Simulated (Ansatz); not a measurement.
Ca: frozen-core PAW against all-electron methods

```xyz
2
Lattice="1.9713 -3.3955 0.0000 1.9713 3.3955 0.0000 0.0000 0.0000 6.5091" Properties=species:S:1:pos:R:3 pbc="T T T"
Ca    1.9713   -2.2790    1.6273
Ca    1.9713    2.2790    4.8818
```

Atoms are numbered in the order listed.

The conventional cell has a = 3.943 Å, b = 6.791 Å, c = 6.509 Å, α = 90.00°, β = 90.00°, γ = 90.00°. Ca (atom 1) has 12 Ca at 3.93 to 3.98 Å as nearest neighbours.

Structure from Materials Project entry mp-132 (possibly hypothetical), not relaxed further.

Methods: DFT, PBEsol, PAW with Ansatz's default frozen-core files, scalar-relativistic (Ansatz 0.2.0); DFT, PBEsol, all-electron LAPW, scalar-relativistic (Ansatz 0.2.0).

For PAW: a Γ-centred 3×3×2 k mesh, Fermi–Dirac smearing of 0.05 eV, cutoff 420 eV, no spin polarisation; the PAW files were made with PBE, and the program remakes their frozen cores for this functional; the mesh is coarse along some axis. LAPW targets a basis error of 0.5 meV/atom. The Ansatz runs share mesh, smearing and spin set-up. Plane-wave (PAW) pressures include the program's estimate of the Pulay term.

Stress and pressure are positive in compression.

PAW results:

```json
{"quantity": "pressure (GPa)", "PAW": "-1.18"}
{"quantity": "stress xx (GPa)", "PAW": "-1.65"}
{"quantity": "stress yy (GPa)", "PAW": "-1.46"}
{"quantity": "stress zz (GPa)", "PAW": "-0.42"}
{"quantity": "force on Ca1, y (eV/Å)", "PAW": "0.015"}
```

(1) What does LAPW (all electrons) give for the same quantities?

## Answers

(1) 
| quantity | LAPW |
| --- | --- |
| pressure (GPa) | -1.18 |
| stress xx (GPa) | -1.65 |
| stress yy (GPa) | -1.46 |
| stress zz (GPa) | -0.42 |
| force on Ca1, y (eV/Å) | 0.015 |
